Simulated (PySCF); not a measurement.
Species: C7H8.
Atom-mapped SMILES: `[CH:1]1=[CH:2][C@@H:3]2[CH:4]=[CH:5][C@H:6]1[CH2:7]2` (hydrogens: H8 on C1; H9 on C2; H10 on C3; H11 on C4; H12 on C5; H13 on C6; H14, H15 on C7)

Method: PySCF 2.14.0, PBE0-D3(BJ)/def2-SVP geometry optimisation, gas phase; density fitting, grid level 2; the optimiser is geomeTRIC in internal coordinates, started from a GFN2-xTB structure.

Step 0: E = -7373.6140 eV
```
atom  x, y, z in Å  |  force x, y, z in eV/Å
C1      1.3037    0.5514   -0.4965    0.105   0.370   0.258
C2      1.2127   -0.7682   -0.4346    0.055  -0.348   0.286
C3     -0.0976   -1.0953    0.2669    0.019   0.168  -0.095
C4     -1.1931   -0.6123   -0.6726   -0.158  -0.341   0.268
C5     -1.1021    0.7074   -0.7339   -0.103   0.374   0.229
C6      0.0557    1.1195    0.1637   -0.008  -0.176  -0.079
C7     -0.1221    0.0683    1.2744    0.005   0.000  -0.045
H8      2.0659    1.1581   -0.9470    0.500   0.284  -0.334
H9      1.8824   -1.5124   -0.8216    0.450  -0.382  -0.302
H10    -0.2009   -2.1069    0.6484   -0.038  -0.370   0.143
H11    -1.8630   -1.2703   -1.1925   -0.430  -0.324  -0.390
H12    -1.6784    1.3999   -1.3176   -0.380   0.340  -0.415
H13     0.0951    2.1668    0.4487    0.016   0.381   0.110
H14    -1.0680    0.1578    1.8085   -0.356   0.035   0.149
H15     0.7052    0.0443    1.9836    0.323  -0.013   0.218
```

**Question.** Estimate the geometry and energy of step 1. (The exact step hangs on the optimiser's Hessian estimate; all steps are aligned on step 0, rigid shifts and turns removed.)

**Answer.** E = -7373.6843 eV, largest force 0.140 eV/Å
```
atom  x, y, z in Å  |  force x, y, z in eV/Å
C1      1.3292    0.5565   -0.4842    0.054   0.029  -0.056
C2      1.2370   -0.7750   -0.4222    0.050  -0.043  -0.052
C3     -0.0972   -1.0986    0.2599   -0.014  -0.127   0.057
C4     -1.2204   -0.6164   -0.6651   -0.042  -0.036  -0.062
C5     -1.1282    0.7151   -0.7273   -0.039   0.036  -0.065
C6      0.0565    1.1220    0.1563    0.004   0.132   0.044
C7     -0.1221    0.0685    1.2746   -0.009   0.005   0.093
H8      2.1138    1.1568   -0.9492   -0.030  -0.027   0.017
H9      1.9288   -1.5179   -0.8244   -0.027   0.033   0.014
H10    -0.2016   -2.1211    0.6486    0.003   0.039   0.001
H11    -1.9090   -1.2701   -1.2043    0.026   0.029   0.020
H12    -1.7240    1.4045   -1.3290    0.023  -0.030   0.023
H13     0.0960    2.1807    0.4479   -0.003  -0.039   0.005
H14    -1.0804    0.1597    1.8095    0.013  -0.002  -0.019
H15     0.7172    0.0435    1.9871   -0.010   0.000  -0.021
```

The energy changes by -0.0703 eV. The first-order estimate −F·Δx gives -0.1459 eV and the mean of the old and new forces, exact on a quadratic surface, -0.0710 eV. The step makes an angle of 45° with the force vector and moves no atom by more than 0.048 Å.

What follows is the cost of the whole optimisation. Hardware: one thread of an Arm Neoverse V2 (shared host). Cost: 25 s of wall time, 0.75 GiB resident at most.
